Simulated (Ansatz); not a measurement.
BaO (started from an entry of an open crystallographic database) at its r2SCAN geometry, in the plane-wave code Ansatz. One HSE06 run serves as the base. The settings are then varied one at a time, some on purpose to values that make no sense. Doubtful ones may also carry a cap on iterations. All numbers are computed, and spin polarisation is off unless an edit sets a moment.

Base input:
```yaml
crystal:
  lattice:
    - [0.0, 2.7719428467, 2.7719428467]
    - [2.7719428467, 0.0, 2.7719428467]
    - [2.7719428467, 2.7719428467, 0.0]
  atoms:
    - { symbol: Ba, position: [0.0, 0.0, 0.0] }
    - { symbol: O, position: [0.5, 0.5, 0.5] }
kpoints:
  mp_grid: { grid: [4, 4, 4] }
hamiltonian:
  xc: hse06
scf:
  occupations: { method: fixed }
  n_extra_bands: 4
output:
  forces: true
  stress: true
  eigenvalues: true
```

Base results:
```
Basis set: ecut = 420 eV, 869 PW (Γ)
Symmetry: 48 space group operations
Space group: Fm-3m (ITA 225)
k-points: 8 of 64
Exchange kernel: α = 0.2500, screened, ω = 0.2079 Å⁻¹, Wigner–Seitz truncation, v(0) = 1023.8873 eV·Å³, q-mesh 4×4×4
hybrid SCF converged: 2 outer / 9 inner (+2 warm-up)
Free energy (F): -6524.110918 eV
Fermi energy:    7.607120 eV
--- Stress (GPa, compression-positive) ---
       -0.490735       0.000000       0.000000
        0.000000      -0.490735       0.000000
        0.000000       0.000000      -0.490735
  P = ⅓ Tr σ = -0.4907 GPa (-4.907 kbar)
--- Band table (eV; the first three rows and the last of 8) ---
  k-point 0: bands = […, -3.1384, -3.1384, -3.1384, 7.1194, 7.1194, 7.1194, 12.5258, 13.7725, 13.7725, 13.7725]
  k-point 1: bands = […, -3.2895, -3.1947, -3.1947, 6.2237, 6.5279, 6.5279, 13.4016, 14.7818, 14.8273, 14.8273]
  k-point 2: bands = […, -3.4261, -3.2489, -3.2489, 5.5501, 6.0286, 6.0286, 13.9984, 16.3981, 16.3981, 16.6362]
  k-point 7: bands = […, -4.2757, -4.2757, -3.2248, 6.1536, 7.3837, 7.3837, 13.5579, 13.5579, 16.0195, 18.9757]
```
The gap over this mesh is 3.320 eV.

Command: `ansatz run input.yaml --threads 4 --pin off --max-ram 3686MiB --backend cpu --events-out ev --progress --plain --runs-dir out`. It took 8.5 s on 4 threads of Arm Neoverse N1, on a shared host; peak host memory 0.68 GiB.

Q: These lines are set or replaced. What follows?
```yaml
basis:
  ecutwfc: 600
```

A: 1411 plane waves in place of 869. The free energy moves by -2.3 meV an atom, the mean stress by 0.0 GPa and the gap on the mesh by 0.000 eV (to 3.320). The base cutoff was converged to that degree.
```
Basis set: ecut = 600 eV, 1411 PW (Γ)
hybrid SCF converged: 2 outer / 10 inner (+2 warm-up)
Free energy (F): -6524.115466 eV
Fermi energy:    7.606812 eV
--- Stress (GPa, compression-positive) ---
       -0.485204       0.000000       0.000000
        0.000000      -0.485204       0.000000
        0.000000       0.000000      -0.485204
  P = ⅓ Tr σ = -0.4852 GPa (-4.852 kbar)
--- Band table (eV; the first three rows and the last of 8) ---
  k-point 0: bands = […, -3.1383, -3.1383, -3.1383, 7.1197, 7.1197, 7.1197, 12.5258, 13.7725, 13.7725, 13.7725]
  k-point 1: bands = […, -3.2893, -3.1946, -3.1946, 6.2236, 6.5279, 6.5279, 13.4015, 14.7817, 14.8273, 14.8273]
  k-point 2: bands = […, -3.4259, -3.2488, -3.2488, 5.5499, 6.0286, 6.0286, 13.9982, 16.3982, 16.3982, 16.6359]
  k-point 7: bands = […, -4.2757, -4.2757, -3.2246, 6.1537, 7.3837, 7.3837, 13.5578, 13.5578, 16.0197, 18.9759]
```

Q: What happens with this change?
```yaml
hamiltonian:
  xc: { exchange: pbe, correlation: pbe, exx: { coeff: 0.2, omega: 0.3 } }
```

A: That is 20 % exact exchange, screened with ω = 0.3 1/Å, against HSE06's 25 % screened at 0.208 1/Å. The mean stress moves by +0.4 GPa and the gap on the mesh by -0.455 eV (to 2.865). Totals of different functionals aren't comparable.
Lines that differ from the base's log, and the results:
```
Exchange kernel: α = 0.2000, screened, ω = 0.3000 Å⁻¹, Wigner–Seitz truncation, v(0) = 502.3188 eV·Å³, q-mesh 4×4×4
hybrid SCF converged: 2 outer / 8 inner (+2 warm-up)
Free energy (F): -6523.135713 eV
Fermi energy:    7.917521 eV
--- Stress (GPa, compression-positive) ---
       -0.099766       0.000000       0.000000
        0.000000      -0.099766       0.000000
        0.000000       0.000000      -0.099766
  P = ⅓ Tr σ = -0.0998 GPa (-0.998 kbar)
```

Q: These lines are set or replaced. What follows?
```yaml
hamiltonian:
  xc: { exchange: pbe, correlation: pbe, exx: { coeff: 0.3, omega: 0.3 } }
```

A: That is 30 % exact exchange, screened with ω = 0.3 1/Å, against HSE06's 25 % screened at 0.208 1/Å. The mean stress moves by -0.2 GPa and the gap on the mesh by -0.026 eV (to 3.294). Totals of different functionals aren't comparable.
Lines that differ from the base's log, and the results:
```
Exchange kernel: α = 0.3000, screened, ω = 0.3000 Å⁻¹, Wigner–Seitz truncation, v(0) = 502.3188 eV·Å³, q-mesh 4×4×4
hybrid SCF converged: 2 outer / 9 inner (+2 warm-up)
Free energy (F): -6524.959672 eV
Fermi energy:    7.581834 eV
--- Stress (GPa, compression-positive) ---
       -0.720211       0.000000       0.000000
        0.000000      -0.720211       0.000000
        0.000000       0.000000      -0.720211
  P = ⅓ Tr σ = -0.7202 GPa (-7.202 kbar)
```

Q: What happens with this change?
```yaml
hamiltonian:
  xc: { exchange: pbe, correlation: pbe, exx: { coeff: 0.5, omega: 0.5 } }
```

A: That is 50 % exact exchange, screened with ω = 0.5 1/Å, against HSE06's 25 % screened at 0.208 1/Å. The mean stress moves by -1.1 GPa and the gap on the mesh by +0.105 eV (to 3.425). Totals of different functionals aren't comparable.
```
Exchange kernel: α = 0.5000, screened, ω = 0.5000 Å⁻¹, Wigner–Seitz truncation, v(0) = 180.9513 eV·Å³, q-mesh 4×4×4
hybrid SCF converged: 2 outer / 10 inner (+2 warm-up)
Free energy (F): -6528.235897 eV
Fermi energy:    7.383809 eV
--- Stress (GPa, compression-positive) ---
       -1.588745       0.000000       0.000000
        0.000000      -1.588745       0.000000
        0.000000       0.000000      -1.588745
  P = ⅓ Tr σ = -1.5887 GPa (-15.887 kbar)
```

Q: These lines are set or replaced. What follows?
```yaml
scf:
  exx: { singularity: regularized }
```

A: Energy, stress and gap stay within 1 meV an atom, 0.1 GPa and 0.005 eV of the base. The result hardly depends on this setting here.

Spin-orbit coupling is left out.

The stress of a hybrid is loosely converged in these runs.

The meshes of the hybrids are coarse, so their gaps aren't converged to the digits shown.
